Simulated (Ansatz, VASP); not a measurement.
## Al26SbN27 (Sb_Al) in two plane-wave programs

One calculation is typed for both programs; each brings its own data sets. How far apart do they land? Of the first pair: The structure shown is the start of the Ansatz relaxation below; VASP solves that cell, so the two are compared at the walk's first step.

Main program and level: Ansatz 0.2.0; plane waves, with VASP 6.6.1 beside it; r2SCAN.

**1. Set-up**

The cell holds 54 atoms: 26 Al, 27 N and 1 Sb. Cell: a = 9.269 Å, b = 9.269 Å, c = 9.269 Å, α = 60.0°, β = 60.0°, γ = 60.0°. It derives from AlN (AlN (F-43m)). Nearest the centre at fractional (0.333, 0.667, 0.667): Sb54 at 0.05 Å, N43 at 1.86 Å, N35 at 1.88 Å, N44 at 1.92 Å, N41 at 1.93 Å, Al9 at 3.04 Å, Al25 at 3.05 Å, Al3 at 3.06 Å. The cell carries charge +2.

As a file:

```
Al N Sb
1.0
     0.00000    6.55419    6.55419
     6.55419    0.00000    6.55419
     6.55419    6.55419    0.00000
Al N Sb
26 27 1
Direct
  0.00010 0.99869 0.99533
  0.00008 0.99592 0.33943
  0.00311 0.99562 0.67108
  0.00207 0.32870 0.99746
  0.99712 0.32878 0.33614
  0.99449 0.33241 0.67165
  0.00463 0.66168 0.99774
  0.00054 0.67102 0.32722
  0.00635 0.66475 0.66594
  0.33810 0.00199 0.99872
  0.33278 0.00365 0.32732
  0.33404 0.00105 0.67104
  0.33917 0.33396 0.99796
  0.32942 0.33787 0.32970
  0.32782 0.33842 0.66592
  0.33601 0.66124 0.00436
  0.33839 0.66898 0.32992
  0.67278 0.99953 0.99869
  0.67024 0.99357 0.33456
  0.66178 0.00477 0.66913
  0.67291 0.33254 0.99864
  0.66300 0.32968 0.33851
  0.66870 0.32780 0.67137
  0.66869 0.66509 0.99470
  0.66317 0.66273 0.33825
  0.66656 0.67107 0.66836
  0.08240 0.08221 0.07917
  0.08049 0.07873 0.41964
  0.08021 0.08857 0.75200
  0.08897 0.41167 0.08380
  0.08731 0.41721 0.41041
  0.07693 0.41994 0.75245
  0.08103 0.75003 0.07945
  0.08221 0.74591 0.42292
  0.08506 0.75391 0.74371
  0.41439 0.08937 0.07927
  0.41302 0.08020 0.42252
  0.41136 0.08466 0.74880
  0.41402 0.41185 0.08675
  0.41685 0.41525 0.41202
  0.42230 0.41155 0.74997
  0.41102 0.75429 0.08589
  0.41688 0.75067 0.42158
  0.42277 0.74659 0.75033
  0.74707 0.08073 0.08981
  0.75219 0.07695 0.41737
  0.75228 0.07679 0.75141
  0.74980 0.41054 0.08592
  0.74485 0.41929 0.41464
  0.74458 0.41499 0.75295
  0.74879 0.75475 0.08529
  0.74442 0.75374 0.41519
  0.74767 0.74497 0.75410
  0.33460 0.66014 0.66951
```

**2. Ansatz: relaxation, r2SCAN**

Ansatz runs on its PAW soft_1 files.

The two programs are compared at the cell with which this relaxation starts, whose forces are those of its first step.

Contents of input.yaml:

```yaml
crystal:
  lattice:
    - [0.0, 6.55418986, 6.55418986]
    - [6.55418986, 0.0, 6.55418986]
    - [6.55418986, 6.55418986, 0.0]
  atoms:
    - { symbol: Al, position: [0.0, 0.0, 0.0] }
    - { symbol: "N", position: [0.08333333, 0.08333333, 0.08333333] }
    - { symbol: Al, position: [0.0, 0.0, 0.33333333] }
    - { symbol: "N", position: [0.08333333, 0.08333333, 0.41666667] }
    - { symbol: Al, position: [0.0, 0.0, 0.66666667] }
    - { symbol: "N", position: [0.08333333, 0.08333333, 0.75] }
    - { symbol: Al, position: [0.0, 0.33333333, 0.0] }
    - { symbol: "N", position: [0.08333333, 0.41666667, 0.08333333] }
    - { symbol: Al, position: [0.0, 0.33333333, 0.33333333] }
    - { symbol: "N", position: [0.08333333, 0.41666667, 0.41666667] }
    - { symbol: Al, position: [0.0, 0.33333333, 0.66666667] }
    - { symbol: "N", position: [0.08333333, 0.41666667, 0.75] }
    - { symbol: Al, position: [0.0, 0.66666667, 0.0] }
    - { symbol: "N", position: [0.08333333, 0.75, 0.08333333] }
    - { symbol: Al, position: [0.0, 0.66666667, 0.33333333] }
    - { symbol: "N", position: [0.08333333, 0.75, 0.41666667] }
    - { symbol: Al, position: [0.0, 0.66666667, 0.66666667] }
    - { symbol: "N", position: [0.08333333, 0.75, 0.75] }
    - { symbol: Al, position: [0.33333333, 0.0, 0.0] }
    - { symbol: "N", position: [0.41666667, 0.08333333, 0.08333333] }
    - { symbol: Al, position: [0.33333333, 0.0, 0.33333333] }
    - { symbol: "N", position: [0.41666667, 0.08333333, 0.41666667] }
    - { symbol: Al, position: [0.33333333, 0.0, 0.66666667] }
    - { symbol: "N", position: [0.41666667, 0.08333333, 0.75] }
    - { symbol: Al, position: [0.33333333, 0.33333333, 0.0] }
    - { symbol: "N", position: [0.41666667, 0.41666667, 0.08333333] }
    - { symbol: Al, position: [0.33333333, 0.33333333, 0.33333333] }
    - { symbol: "N", position: [0.41666667, 0.41666667, 0.41666667] }
    - { symbol: Al, position: [0.33333333, 0.33333333, 0.66666667] }
    - { symbol: "N", position: [0.41666667, 0.41666667, 0.75] }
    - { symbol: Al, position: [0.33333333, 0.66666667, 0.0] }
    - { symbol: "N", position: [0.41666667, 0.75, 0.08333333] }
    - { symbol: Al, position: [0.33333333, 0.66666667, 0.33333333] }
    - { symbol: "N", position: [0.41666667, 0.75, 0.41666667] }
    - { symbol: Sb, position: [0.33333333, 0.66666667, 0.66666667] }
    - { symbol: "N", position: [0.41666667, 0.75, 0.75] }
    - { symbol: Al, position: [0.66666667, 0.0, 0.0] }
    - { symbol: "N", position: [0.75, 0.08333333, 0.08333333] }
    - { symbol: Al, position: [0.66666667, 0.0, 0.33333333] }
    - { symbol: "N", position: [0.75, 0.08333333, 0.41666667] }
    - { symbol: Al, position: [0.66666667, 0.0, 0.66666667] }
    - { symbol: "N", position: [0.75, 0.08333333, 0.75] }
    - { symbol: Al, position: [0.66666667, 0.33333333, 0.0] }
    - { symbol: "N", position: [0.75, 0.41666667, 0.08333333] }
    - { symbol: Al, position: [0.66666667, 0.33333333, 0.33333333] }
    - { symbol: "N", position: [0.75, 0.41666667, 0.41666667] }
    - { symbol: Al, position: [0.66666667, 0.33333333, 0.66666667] }
    - { symbol: "N", position: [0.75, 0.41666667, 0.75] }
    - { symbol: Al, position: [0.66666667, 0.66666667, 0.0] }
    - { symbol: "N", position: [0.75, 0.75, 0.08333333] }
    - { symbol: Al, position: [0.66666667, 0.66666667, 0.33333333] }
    - { symbol: "N", position: [0.75, 0.75, 0.41666667] }
    - { symbol: Al, position: [0.66666667, 0.66666667, 0.66666667] }
    - { symbol: "N", position: [0.75, 0.75, 0.75] }
  host:
    repeats: [3, 3, 3]
    atoms:
      - { symbol: Al, position: [0.0, 0.0, 0.0] }
      - { symbol: "N", position: [0.25, 0.25, 0.25] }
total_charge: 2
basis:
  ecutwfc: 500
  xc_grid: 2
hamiltonian:
  xc: r2scan
  pseudopotentials: { kind: paw, azcp: { folder: soft_1 } }
kpoints:
  mp_grid: { grid: [1, 1, 1], shift: [0.25, 0.25, 0.25] }
scf:
  occupations: { method: fixed }
  max_iter: 100
output:
  forces: true
  charged_corrections:
    epsilon: 4.64
    static_epsilon: 8.51
    defect_position: [0.333333, 0.666667, 0.666667]
relax:
  f_tol: 0.02
  max_steps: 80
  random_displacement: { amplitude: 0.05, seed: 112 }
checkpoint:
  write: "../qp2.relax.run"
  compress: false
  write_wavefunctions: true
  write_every: 100000
```

Launch:

```
$ ansatz run input.yaml --threads 4 --pin off --max-ram 7536MiB --backend cpu --events-out ev --progress --plain --runs-dir out
```

Numbers of over 12 decimals in the logs are rounded to 6 here.

Log:

```text
Engine: ansatz 0.2.0, aarch64-unknown-linux-gnu
Pseudopotentials: kind: paw
Pseudopotential: Al, paw, valence charge 3, recommended cutoff 500 eV (meta_gga), soft_1/Al.paw.azcp
Pseudopotential: N, paw, valence charge 5, recommended cutoff 500 eV (meta_gga), soft_1/N.paw.azcp
Pseudopotential: Sb, paw, valence charge 15, recommended cutoff 500 eV (meta_gga), soft_1/Sb.paw.azcp
Functional definition: r2SCAN
  parameter k0 = 0.174
  parameter k1 = 0.065
  parameter a1 = 4.9479
  exchange = r2scan_x(k0 = k0, k1 = k1, a1 = a1)
  correlation = r2scan_c
Crystal: 54 atoms, lattice volume = 563.102 Å³
Basis set: ecut = 500 eV, 14331 PW (Γ), exchange–correlation on 144×144×144 points (8 copies of the dense FFT grid, shifted against one another)
Bands: 167, of which v1, the nominal top of the filled ones, is band 113 counted from 1 (112 counted from 0)
Symmetry: 1 space group operations
k-points: 1
Non-local potential: Al, projectors of the file, l = 0: 2, l = 1: 2, l = 2: 1
Non-local potential: N, projectors of the file, l = 0: 2, l = 1: 2, l = 2: 1
Non-local potential: Sb, projectors of the file, l = 0: 2, l = 1: 2, l = 2: 2, l = 3: 1
PAW form: soft (Blöchl's): semilocal exchange-correlation on the pseudo side does not see the compensation charge
PAW frozen core: Al, regenerated for the run's functional (the file was generated under x = pbe(κ = 0.804, μ = 0.219515), c = pbe(β = 0.066725))
PAW frozen core: N, regenerated for the run's functional (the file was generated under x = pbe(κ = 0.804, μ = 0.219515), c = pbe(β = 0.066725))
PAW frozen core: Sb, regenerated for the run's functional (the file was generated under x = pbe(κ = 0.804, μ = 0.219515), c = pbe(β = 0.066725))
PAW one-centre angular grid: Al, 302 points (default); XC on 160 Gauss nodes
PAW one-centre angular grid: N, 302 points (default); XC on 160 Gauss nodes
PAW one-centre angular grid: Sb, 590 points (default); XC on 160 Gauss nodes
Initial density: superposition of atomic densities (chi_scale 0.1, normalization cell, long waves kept (reshape's long-wave potential 0.13 eV rms))
Initial wavefunctions: pseudopotential atomic-orbital guess
Functional: x = r2scan, c = r2scan; τ floored in thin density (d = 2e-4 eV/Å³)
SCF iter   1: F=—  HF=-31069.751301 eV  |F-HF|=—  |Δ(HF+E_count)|=         —  Δρ=1.46e-1  dr2=1.47e2  dr2_τ=1.58e1  ethr=3.10e-3  ⟨swp⟩=5.0  Hψ=680  notcnv=0  defer=51
preconditioner: auto → Resta (q_TF=auto, 2.343 Å⁻¹)  ε∞=3.2  [insulator: Δε(μ)=5.081 eV  Ē_g=15.359 eV  n_scr=112 (ndim 8)  ℏωp=23.0 eV  f_vac=0.000  ε∞_Penn≈3.2]
SCF iter   2: F=—  HF=-31032.047484 eV  |F-HF|=—  |Δ(HF+E_count)|=    3.77e1  Δρ=4.92e-2  dr2=9.60e0  dr2_τ=3.19e0  ethr=3.10e-3  ⟨swp⟩=3.0  Hψ=326  notcnv=0  defer=51
SCF iter   3: F=—  HF=-31034.619273 eV  |F-HF|=—  |Δ(HF+E_count)|=    2.57e0  Δρ=2.51e-2  dr2=2.31e0  dr2_τ=1.21e-1  ethr=3.10e-3  ⟨swp⟩=3.0  Hψ=291  notcnv=0  defer=51
SCF iter   4: F=—  HF=-31034.905073 eV  |F-HF|=—  |Δ(HF+E_count)|=   2.86e-1  Δρ=2.89e-3  dr2=3.82e-2  dr2_τ=6.10e-3  ethr=1.02e-3  ⟨swp⟩=3.0  Hψ=233  notcnv=0  defer=51
SCF iter   5: F=—  HF=-31034.903363 eV  |F-HF|=—  |Δ(HF+E_count)|=   1.71e-3  Δρ=1.02e-3  dr2=5.04e-3  dr2_τ=9.46e-4  ethr=1.69e-5  ⟨swp⟩=3.0  Hψ=286  notcnv=0  defer=52
SCF iter   6: F=—  HF=-31034.903158 eV  |F-HF|=—  |Δ(HF+E_count)|=   2.05e-4  Δρ=2.38e-4  dr2=3.35e-4  dr2_τ=2.39e-5  ethr=2.23e-6  ⟨swp⟩=2.0  Hψ=227  notcnv=0  defer=52
SCF iter   7: F=—  HF=-31034.903249 eV  |F-HF|=—  |Δ(HF+E_count)|=   9.08e-5  Δρ=7.95e-5  dr2=3.27e-5  dr2_τ=4.87e-6  ethr=1.48e-7  ⟨swp⟩=2.0  Hψ=225  notcnv=0  defer=52
SCF iter   8: F=-31034.903247 eV  HF=-31034.903248 eV  |F-HF|=8.19e-7  |Δ(HF+E_count)|=   1.63e-6  Δρ=2.38e-5  dr2=2.57e-6  dr2_τ=4.68e-7  ethr=4.42e-9  ⟨swp⟩=4.0  Hψ=505  notcnv=0
SCF 1 converged in 8 iterations: F = -31034.903247 eV  dr2 = 2.57e-6
  greatest PAW one-centre occupation: 0.996 electrons in one spin orbital (limit 2), on the Sb atom at site 34 (counted from 0), in its partial waves of l = 2
relax step   1: F+E_penalty+E_count = -31034.90324676 eV  Δ(F+E_penalty+E_count) = +0.000e0 eV  max|allowed force component| = 2.324e0 eV/Å  Δτ_max = 0.0000 Å  (8 SCF iters, dr2 threshold 1.00e-5 eV, accepted)
Initial density: handed on by an earlier stage of this run
Initial wavefunctions: those handed on with the density
iter 1 solved again at ethr=2.54e-4 eV; its pass at ethr=3.10e-3 eV (dr2=5.73e-1 eV) is discarded
SCF iter   1: F=—  HF=-31037.200104 eV  |F-HF|=—  |Δ(HF+E_count)|=         —  Δρ=1.04e-2  dr2=5.74e-1  dr2_τ=1.12e0  ethr=2.54e-4  ⟨swp⟩=1.0  Hψ=689  notcnv=0  defer=50
preconditioner: auto → Resta (q_TF=auto, 2.343 Å⁻¹)  ε∞=3.7  [insulator: Δε(μ)=3.653 eV  Ē_g=14.064 eV  n_scr=112 (ndim 8)  ℏωp=23.0 eV  f_vac=0.000  ε∞_Penn≈3.7]
[...]
atom  19  Al    -0.00049966     0.01239173     0.00911341
  atom  20  N      0.00238903     0.00052306     0.00282609
  atom  21  Al    -0.00037409    -0.01087495     0.01117905
  atom  22  N     -0.00285764    -0.00339152     0.01086510
  atom  23  Al    -0.00112277     0.00856997     0.00017400
  atom  24  N     -0.00459140    -0.00827796    -0.00184599
  atom  25  Al     0.00194682     0.01450069    -0.01051470
  atom  26  N     -0.00247179     0.01323778     0.00020280
  atom  27  Al    -0.00488202    -0.00887986    -0.00582503
  atom  28  N     -0.00260532    -0.00392678     0.00699309
  atom  29  Al    -0.00770258     0.00354119    -0.01605288
  atom  30  N      0.00927765    -0.00174563     0.00817059
  atom  31  Al     0.00240140    -0.00251572     0.00080785
  atom  32  N      0.00068002    -0.00395947    -0.00618927
  atom  33  Al    -0.01020364    -0.01025435     0.00811883
  atom  34  N      0.00564736     0.00400212    -0.00472818
  atom  35  Sb    -0.00256706    -0.00311585     0.01001430
  atom  36  N     -0.00044530     0.00018322     0.00068366
  atom  37  Al     0.00858212    -0.00115353    -0.01524246
  atom  38  N      0.00311006     0.00716013     0.00524319
  atom  39  Al    -0.00742803    -0.00301782    -0.00331377
  atom  40  N     -0.00417617     0.00401884     0.00580324
  atom  41  Al     0.00822115    -0.00365344    -0.01036300
  atom  42  N     -0.00552096    -0.00218442     0.00352068
[...]
atom  47  Al     0.00243975    -0.00140656     0.00565673
  atom  48  N     -0.00397822     0.00679462    -0.00276197
  atom  49  Al     0.00867062     0.00077161    -0.00204594
  atom  50  N      0.00555616     0.00150889    -0.00043364
  atom  51  Al     0.00611090     0.00624255     0.00455728
  atom  52  N     -0.00786416    -0.00327519     0.01192500
  atom  53  Al     0.00758173    -0.01200180    -0.00241913
  atom  54  N     -0.00625416    -0.00760274     0.00043206
  max |Σ_I F_I| component: 3.27e-2 eV/Å
--- Charged-cell corrections in eV (Makov–Payne, q = +2.000 e, ε = 8.510) ---
  F (periodic)     = -31037.552955  (uncorrected; the corrections below are reported, never added to it)
  E_corr1          = +1.183667  (monopole, q²α_M/2εL)
  F Makov-Payne    = -31036.369288  (F + E_corr1; no measured alignment; for a localised charge, not one spread in a band: unchecked)
  no potential alignment in this run, which stands beside a crystal: run the host's input off ansatz write-host-input, and read the two finished runs by ansatz place-levels (neither reads a slab, a wire or a sheet, whose cell leaves a vacuum)
--- Band table (eV) ---
  k-point 0: bands = [... 109 lower, 6.9012, 6.9023, 7.1512, 7.1520, 10.9687, 11.9314, 11.9486, 11.9507, ... 50 higher]
--- Relaxed structure (5 steps of the walk, 4 accepted, 0 SCFs on fresh bases) ---
  F+E_penalty+E_count = -31037.55295535 eV   max|allowed force component| = 1.800e-2 eV/Å
  atoms:
    - { symbol: Al, position: [-0.000919536, -0.000321765, 0.00116355] }
    - { symbol: N, position: [0.083642, 0.082317, 0.083784] }
    - { symbol: Al, position: [-0.00106862, -0.000371982, 0.332817] }
    - { symbol: N, position: [0.083545, 0.081752, 0.417531] }
    - { symbol: Al, position: [-0.00500166, 0.00770369, 0.664917] }
    - { symbol: N, position: [0.083773, 0.081716, 0.750445] }
    - { symbol: Al, position: [-0.00102803, 0.331341, 0.00103797] }
    - { symbol: N, position: [0.083612, 0.416055, 0.083114] }
    - { symbol: Al, position: [-0.000329285, 0.332205, 0.333613] }
    - { symbol: N, position: [0.083106, 0.415674, 0.417125] }
    - { symbol: Al, position: [-0.000290722, 0.332173, 0.666609] }
    - { symbol: N, position: [0.083475, 0.415928, 0.750337] }
    - { symbol: Al, position: [-0.00494472, 0.663400, 0.00918572] }
    - { symbol: N, position: [0.083806, 0.748959, 0.083204] }
    - { symbol: Al, position: [-0.00027173, 0.665175, 0.333674] }
    - { symbol: N, position: [0.083441, 0.748928, 0.417390] }
    - { symbol: Al, position: [-0.00453221, 0.663238, 0.664638] }
    - { symbol: N, position: [0.073300, 0.752154, 0.753628] }
    - { symbol: Al, position: [0.332004, -0.000519037, 0.000963538] }
    - { symbol: N, position: [0.417408, 0.081838, 0.083374] }
    - { symbol: Al, position: [0.330963, 0.00772294, 0.328956] }
    - { symbol: N, position: [0.416450, 0.081744, 0.417747] }
    - { symbol: Al, position: [0.331090, 0.00857054, 0.665026] }
    - { symbol: N, position: [0.417571, 0.082163, 0.751442] }
    - { symbol: Al, position: [0.330996, 0.327420, 0.00915227] }
    - { symbol: N, position: [0.416452, 0.416274, 0.083145] }
    - { symbol: Al, position: [0.332661, 0.332221, 0.333653] }
    - { symbol: N, position: [0.416381, 0.415927, 0.417434] }
    - { symbol: Al, position: [0.330771, 0.327828, 0.664645] }
    - { symbol: N, position: [0.419730, 0.405642, 0.753578] }
    - { symbol: Al, position: [0.331153, 0.663565, 0.00999482] }
    - { symbol: N, position: [0.417583, 0.749924, 0.083664] }
    - { symbol: Al, position: [0.330728, 0.663200, 0.329340] }
    - { symbol: N, position: [0.419689, 0.752120, 0.407227] }
    - { symbol: Sb, position: [0.333747, 0.666070, 0.667678] }
    - { symbol: N, position: [0.420939, 0.753351, 0.754825] }
    - { symbol: Al, position: [0.666996, -0.00066256, 0.000750965] }
    - { symbol: N, position: [0.749962, 0.082436, 0.083862] }
    - { symbol: Al, position: [0.667196, -0.000257238, 0.332956] }
    - { symbol: N, position: [0.749828, 0.082371, 0.417505] }
    - { symbol: Al, position: [0.667162, -0.000510268, 0.665873] }
    - { symbol: N, position: [0.749478, 0.081855, 0.751319] }
    - { symbol: Al, position: [0.667227, 0.331509, 0.00109956] }
    - { symbol: N, position: [0.749885, 0.416056, 0.083716] }
    - { symbol: Al, position: [0.667095, 0.331411, 0.332827] }
    - { symbol: N, position: [0.749202, 0.416031, 0.417536] }
    - { symbol: Al, position: [0.675357, 0.327350, 0.664895] }
    - { symbol: N, position: [0.749256, 0.416246, 0.750404] }
    - { symbol: Al, position: [0.667140, 0.664443, 0.000901087] }
    - { symbol: N, position: [0.749532, 0.749799, 0.083285] }
    - { symbol: Al, position: [0.675331, 0.663429, 0.328824] }
    - { symbol: N, position: [0.749216, 0.748978, 0.417744] }
    - { symbol: Al, position: [0.676192, 0.663521, 0.665029] }
    - { symbol: N, position: [0.749832, 0.749949, 0.751423] }
```

(Part 1 of 3 ends here.)

[Lines on the potential files, build, host, timing and source positions are cut from VASP's logs without a mark.]

[Logs are printed without paths, hosts, clocks, repeated set-up lines and the standing remarks that a program may print on its own settings, such as how far it seeks lower states.]

[Hosts, paths, dates, database ids (printed as entryN), source tags and the programs' standing remarks are cut or masked in the printed files.]
